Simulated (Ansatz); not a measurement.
Here is an Ansatz 0.2.0 calculation.

input

```
crystal:
  lattice:
    - [0.17336476, 2.38853375, 2.49586923]
    - [2.41730554, 0.06469255, 2.60454143]
    - [2.32045339, 2.4003538, 0.1615447]
  atoms:
    - { symbol: Sb, position: [0.0, 0.0, 0.0] }
hamiltonian:
  xc: hf
  pseudopotentials: { kind: paw }
kpoints:
  mp_grid: { grid: [5, 5, 5] }
scf:
  occupations: { method: fermi_dirac, width: 0.05 }
output:
  forces: true
  stress: true
  eigenvalues: true
  write_density: true
  write_potential: true
  elf: true
  volumetric_format: npy
```

(1) What does it give for the band gap on the k mesh?

(2) Predict the pressure.

Answers

(1) none (metal or under the smearing width).

(2) 5.8 GPa.

Caveat: the k mesh is coarse (spacing up to 0.48 Å⁻¹), so the values aren't converged, least of all with exact exchange; the PAW data sets come from PBE, with cores solved anew for the run's functional, which leaves a small shift of forces and pressure; the thresholds are loose for stress.
